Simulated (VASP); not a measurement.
# Lu (P6_3/mmc) in VASP: further runs

Runs on Lu. Level: PBE. Tasks: single point.

Everything below comes from runs of VASP 6.6.1. Logs are shortened: lines on timing, memory, paths and dates and some standing lists are left out, and cuts for length are marked.

### Step 1. The structure

It takes space group P6_3/mmc (No. 194, hexagonal). The conventional cell has a = 3.503 Å, b = 3.503 Å, c = 5.551 Å, α = 90.00°, β = 90.00°, γ = 120.00°. Lu (site symmetry -6m2) is surrounded by 12 Lu at 3.43 to 3.50 Å.

### Step 2. Single point, PBE

The input, INCAR:

```
SYSTEM = Lu
  PREC = Accurate
  ENCUT = 450
  EDIFF = 1E-6
  ISMEAR = 0
  SIGMA = 0.1
  LREAL = .False.
  LASPH = .True.
  NELM = 100
  ALGO = Normal
  ISIF = 2
  LWAVE = .False.
  LCHARG = .False.
  GGA = PE
  ADDGRID = .False.
```

The input, KPOINTS:

```
regular mesh
0
Gamma
  11 11 6
  0 0 0
```

The input, POSCAR:

```
Lu
1.0
    3.5031000000      0.0000000000      0.0000000000
   -1.7515500000      3.0337735920      0.0000000000
    0.0000000000      0.0000000000      5.5509000000
Lu
2
Direct
    0.6483880000      0.2977880000      0.7516770000
    0.3414390000      0.6668870000      0.2457360000
```

Potentials or basis: VASP PAW PBE potentials, release 64 (Lu_3), 4f in core.

Run with:

```
cat potpaw_PBE.64/Lu_3/POTCAR > POTCAR
mpirun -np 1 vasp_std > vasp.out
```

OUTCAR:

```text
SYSTEM = Lu
   PREC = Accurate
   ENCUT = 450
   EDIFF = 1E-6
   ISMEAR = 0
   LREAL = .False.
   LASPH = .True.
   NELM = 100
   ISIF = 2
   GGA = PE

 Found    364 irreducible k-points:

 Following reciprocal coordinates:
            Coordinates               Weight
  0.000000  0.000000  0.000000      1.000000
  0.090909  0.000000  0.000000      2.000000
  0.000000  0.090909  0.000000      2.000000
 -0.090909  0.090909  0.000000      2.000000
  0.181818  0.000000  0.000000      2.000000
  0.000000  0.181818  0.000000      2.000000
   k-points           NKPTS =    364   k-points in BZ     NKDIM =    364   number of bands    NBANDS=     13
   number of dos      NEDOS =    301   number of ions     NIONS =      2
   total plane-waves  NPLWV =  23040
   dimension x,y,z NGX =    24 NGY =   24 NGZ =   40
   dimension x,y,z NGXF=    48 NGYF=   48 NGZF=   80
   ions per type =               2
   NGX,Y,Z   is equivalent  to a cutoff of  11.39, 11.39, 11.98 a.u.
   NGXF,Y,Z  is equivalent  to a cutoff of  22.78, 22.78, 23.96 a.u.
 SYSTEM =  Lu
   PREC   = accura    normal or accurate (medium, high low for compatibility)
   ISTART =      0    job   : 0-new  1-cont  2-samecut
   ICHARG =      2    charge: 1-file 2-atom 10-const
   ISPIN  =      1    spin polarized calculation?
   LNONCOLLINEAR =      F non collinear calculations
   LSORBIT =      F    spin-orbit coupling
   LASPH  =      T    aspherical Exc in radial PAW
   ENCUT  =  450.0 eV  33.07 Ry    5.75 a.u.   6.06  6.06  9.60*2*pi/ulx,y,z
   NELM   =    100;   NELMIN=  2; NELMDL= -5     # of ELM steps
   EDIFF  = 0.1E-05   stopping-criterion for ELM
   LREAL  =      F    real-space projection
   EDIFFG = 0.1E-04   stopping-criterion for IOM
   NSW    =      0    number of steps for IOM
   IBRION =     -1    ionic relax: 0-MD 1-quasi-New 2-CG
   NFREE  =      0    steps in history (QN), initial steepest desc. (CG)
   ISIF   =      2    stress and relaxation
   ISYM   =      2    0-nonsym 1-usesym 2-fastsym
   POTIM  = 0.5000    time-step for ionic-motion
   TEBEG  =    0.0;   TEEND  =   0.0 temperature during run
   PSTRESS=    0.0 pullay stress
   NELECT =      18.0000    total number of electrons
   NUPDOWN=      -1.0000    fix difference up-down
   EMIN   =  10.00;   EMAX   =-10.00  energy-range for DOS
   EFERMI =   0.00;   METHOD = LEGACY
   ISMEAR =     0;   SIGMA  =   0.10  broadening in eV -4-tet -1-fermi 0-gaus
   EFERMI_NEDOS =   21; number of points for ismear=-14 and -15
   IALGO  =     38    algorithm
   IMIX   =      4    mixing-type and parameters
     AMIX     =   0.40;   BMIX     =  1.00
     AMIX_MAG =   1.60;   BMIX_MAG =  1.00
  volume/ion in A,a.u.               =      29.50       199.05
  Fermi-wavevector in a.u.,A,eV,Ry     =   1.102130  2.082723 16.526853  1.214689
  Thomas-Fermi vector in A             =   2.238568
   LORBIT       =      0    0 simple, 1 ext, 2 COOP (PROOUT), +10 PAW based schemes
   GGA     = PE    functional components
   LHFCALC =     F    Hartree Fock is set to
   AEXX    =    0.0000 exact exchange contribution
   IVDW    =     0    specifies the selected vdW correction
   LEPSILON=     F    determine dielectric tensor
   LRPA    =     F    only Hartree local field effects (RPA)
 non-spin polarized calculation
 Gauss-broadening in eV      SIGMA  =   0.10
  energy-cutoff  :      450.00
  volume of cell :       58.99
 maximum number of plane-waves:      1296
   NGX = 13   NGY = 13   NGZ = 19

 number of electron      18.0000000 magnetization

 Free energy of the ion-electron system (eV)
  ---------------------------------------------------
  ext. energy  EPLUGINS =         0.00000000
  ---------------------------------------------------
  free energy    TOTEN  =        -8.90289633 eV

  energy without entropy =       -8.88647292  energy(sigma->0) =       -8.89468463

 E-fermi :   2.7747     XC(G=0):  -9.9075

 val. band max:        2.7698301593   @ k =   0.0000   0.3636   0.0000
 cond. band min:       2.7802461981   @ k =   0.2727   0.2727   0.5000
 fundamental gap:      0.0104160388
 Fermi energy:         2.7746914962

 k-point     1 :       0.0000    0.0000    0.0000
  band No.  band energies     occupation
      1     -24.2741      2.00000
      2     -23.8720      2.00000
      3     -23.8481      2.00000
      4     -23.7894      2.00000
      5     -23.7794      2.00000
      6     -23.7578      2.00000
      7      -3.2471      2.00000
      8       0.3420      2.00000
      9       3.3264      0.00000
     10       4.9435      0.00000
     11       5.0479      0.00000
     12       5.2030      0.00000
     13       5.7204      0.00000

 k-point     2 :       0.0909    0.0000    0.0000
  band No.  band energies     occupation
      1     -24.2622      2.00000
      2     -23.8856      2.00000
      3     -23.8697      2.00000
      4     -23.8155      2.00000
      5     -23.7846      2.00000
      6     -23.7627      2.00000
      7      -3.0510      2.00000
      8       0.5412      2.00000
      9       3.1834      0.00000
     10       4.5214      0.00000
     11       5.1426      0.00000
     12       5.3736      0.00000
     13       5.5952      0.00000

 k-point     3 :       0.0000    0.0909    0.0000
  band No.  band energies     occupation
      1     -24.2606      2.00000
      2     -23.8976      2.00000
      3     -23.8581      2.00000
      4     -23.8081      2.00000
      5     -23.7919      2.00000
      6     -23.7644      2.00000
      7      -3.0495      2.00000
      8       0.5473      2.00000
      9       3.2034      0.00000
     10       4.4629      0.00000
     11       5.2304      0.00000
     12       5.3370      0.00000
     13       5.7986      0.00000

 k-point     4 :      -0.0909    0.0909    0.0000
  band No.  band energies     occupation
      1     -24.2617      2.00000
      2     -23.8902      2.00000
      3     -23.8650      2.00000
      4     -23.8139      2.00000
      5     -23.7864      2.00000
      6     -23.7632      2.00000
      7      -3.0505      2.00000
      8       0.5431      2.00000
      9       3.1890      0.00000
     10       4.5052      0.00000
     11       5.1677      0.00000
     12       5.4053      0.00000
     13       5.6469      0.00000

 k-point     5 :       0.1818    0.0000    0.0000
  band No.  band energies     occupation
      1     -24.2287      2.00000
      2     -23.9518      2.00000
      3     -23.8987      2.00000
      4     -23.8850      2.00000
      5     -23.7966      2.00000
      6     -23.7776      2.00000
      7      -2.4886      2.00000
      8       1.0761      2.00000
      9       2.8284      0.44722
     10       3.8127      0.00000
     11       4.8143      0.00000
     12       5.5088      0.00000
     13       5.6929      0.00000

 k-point     6 :       0.0000    0.1818    0.0000
  band No.  band energies     occupation
      1     -24.2221      2.00000
      2     -23.9663      2.00000
      3     -23.8834      2.00000
      4     -23.8822      2.00000
      5     -23.8010      2.00000
      6     -23.7846      2.00000
      7      -2.4817      2.00000
      8       1.1066      2.00000
      9       2.9019      0.07193
     10       3.7456      0.00000
     11       4.8340      0.00000
     12       5.2697      0.00000
     13       5.7493      0.00000

 [... further k-points ...]

------------------------ aborting loop because EDIFF is reached ----------------------------------------

  FORCE on cell =-STRESS in cart. coord.  units (eV):
  Direction    XX          YY          ZZ          XY          YZ          ZX
  --------------------------------------------------------------------------------------
  -------------------------------------------------------------------------------------
  Total       -0.0400660      0.2040140     -0.3052015     -0.0381267     -0.0225889     -0.0044528
  in kB       -1.0881473      5.5407863     -8.2889230     -1.0354781     -0.6134875     -0.1209332
  external PRESSURE =      -1.2787614 kB  Pullay stress =       0.0000000 kB

 VOLUME and BASIS-vectors are now :
 -----------------------------------------------------------------------------
  energy-cutoff  :      450.00
  volume of cell :       58.99
      direct lattice vectors                 reciprocal lattice vectors
     3.503100000  0.000000000  0.000000000     0.285461448  0.164811244  0.000000000
    -1.751550000  3.033773592  0.000000000     0.000000000  0.329622488  0.000000000
     0.000000000  0.000000000  5.550900000     0.000000000  0.000000000  0.180150967

 POSITION                                       TOTAL-FORCE (eV/Angst)
 -----------------------------------------------------------------------------------
      1.74978      0.90342      4.17248         0.040899      0.170895     -0.139451
      0.02801      2.02318      1.36406        -0.040899     -0.170895      0.139451
 -----------------------------------------------------------------------------------
    total drift:                                0.000004      0.000007     -0.000000

  FREE ENERGIE OF THE ION-ELECTRON SYSTEM (eV)
  ---------------------------------------------------
  free  energy   TOTEN  =        -8.9028963303 eV

  energy  without entropy=       -8.8864729198  energy(sigma->0) =       -8.89468463
```

Run time: 63 s. Hardware: 1 thread of Intel Xeon 6975P-C (Granite Rapids), shared host; peak memory 0.32 GiB.

These settings aren't checked as converged: the numbers below hold their error.

Results:

```
Free energy            : -8.9029 eV
Pressure               : -0.1 GPa
Largest force          : 0.224 eV/Å
Band gap on the k mesh : none (metal or under the smearing width)
```

### Step 3. Single point, PBE

Changes to INCAR since step 2:

```diff
@@ -5,3 +5,3 @@
   ISMEAR = 0
-  SIGMA = 0.1
+  SIGMA = 0.4
   LREAL = .False.
```

KPOINTS is that of step 2.

The input, POSCAR:

```
Lu
1.0
    3.5031000000      0.0000000000      0.0000000000
   -1.7515500000      3.0337735920      0.0000000000
    0.0000000000      0.0000000000      5.5509000000
Lu
2
Direct
    0.6666666667      0.3333333333      0.7500000000
    0.3333333333      0.6666666667      0.2500000000
```

Potentials or basis: VASP PAW PBE potentials, release 64 (Lu_3), 4f in core.

Run with:

```
cat potpaw_PBE.64/Lu_3/POTCAR > POTCAR
mpirun -np 1 vasp_std > vasp.out
```

OUTCAR:

```text
SYSTEM = Lu
   PREC = Accurate
   ENCUT = 450
   EDIFF = 1E-6
   ISMEAR = 0
   LREAL = .False.
   LASPH = .True.
   NELM = 100
   ISIF = 2
   GGA = PE

 Found     64 irreducible k-points:

 Following reciprocal coordinates:
            Coordinates               Weight
  0.000000  0.000000  0.000000      1.000000
  0.090909  0.000000  0.000000      6.000000
  0.181818  0.000000  0.000000      6.000000
  0.272727 -0.000000  0.000000      6.000000
  0.363636  0.000000  0.000000      6.000000
  0.454545  0.000000  0.000000      6.000000
   k-points           NKPTS =     64   k-points in BZ     NKDIM =     64   number of bands    NBANDS=     13
[... 175 lines left out ...]
  --------------------------------------------------------------------------------------
  -------------------------------------------------------------------------------------
  Total        0.1609985      0.1609985     -0.0554898      0.0000000      0.0000000      0.0000000
  in kB        4.3725355      4.3725355     -1.5070386      0.0000000      0.0000000      0.0000000
  external PRESSURE =       2.4126774 kB  Pullay stress =       0.0000000 kB

 VOLUME and BASIS-vectors are now :
 -----------------------------------------------------------------------------
  energy-cutoff  :      450.00
  volume of cell :       58.99
      direct lattice vectors                 reciprocal lattice vectors
     3.503100000  0.000000000  0.000000000     0.285461448  0.164811244  0.000000000
    -1.751550000  3.033773592  0.000000000     0.000000000  0.329622488  0.000000000
     0.000000000  0.000000000  5.550900000     0.000000000  0.000000000  0.180150967

 POSITION                                       TOTAL-FORCE (eV/Angst)
 -----------------------------------------------------------------------------------
      1.75155      1.01126      4.16318        -0.000000     -0.000000      0.000000
     -0.00000      2.02252      1.38773         0.000000      0.000000      0.000000
 -----------------------------------------------------------------------------------
    total drift:                               -0.000000      0.000000     -0.000000

  FREE ENERGIE OF THE ION-ELECTRON SYSTEM (eV)
  ---------------------------------------------------
  free  energy   TOTEN  =        -9.0411713213 eV

  energy  without entropy=       -8.7888869356  energy(sigma->0) =       -8.91502913
```

OSZICAR:

```text
N       E                     dE             d eps       ncg     rms          rms(c)
DAV:   1     0.387968237629E+02    0.38797E+02   -0.82148E+03  3084   0.138E+03
DAV:   2    -0.685294613826E+01   -0.45650E+02   -0.44481E+02  2804   0.664E+02
DAV:   3    -0.895627699446E+01   -0.21033E+01   -0.19730E+01  2936   0.570E+01
DAV:   4    -0.904379469929E+01   -0.87518E-01   -0.85019E-01  3051   0.102E+01
DAV:   5    -0.904732390414E+01   -0.35292E-02   -0.35170E-02  2765   0.183E+00    0.254E+01
DAV:   6    -0.903467760549E+01    0.12646E-01   -0.35384E-02  2781   0.425E+00    0.151E+01
DAV:   7    -0.904130026751E+01   -0.66227E-02   -0.65891E-02  2715   0.567E+00    0.364E-01
DAV:   8    -0.904116502580E+01    0.13524E-03   -0.44578E-03  2729   0.955E-01    0.979E-02
DAV:   9    -0.904117540851E+01   -0.10383E-04   -0.22081E-04  2867   0.245E-01    0.290E-02
DAV:  10    -0.904117091122E+01    0.44973E-05   -0.22581E-05  2820   0.749E-02    0.322E-02
DAV:  11    -0.904117132125E+01   -0.41003E-06   -0.72239E-07  1602   0.187E-02
   1 F= -.90411713E+01 E0= -.89150291E+01  d E =-.252284E+00
```

Wall time 12 s (1 thread of Intel Xeon 6975P-C (Granite Rapids), shared host); peak memory 0.17 GiB.

The run converged, but some of its settings lie outside the range that counts as converged, so its numbers aren't taken as properties of the crystal.

Results:

* Free energy: -9.0412 eV
* Pressure: 0.2 GPa
* Band gap on the k mesh: none (metal or under the smearing width)
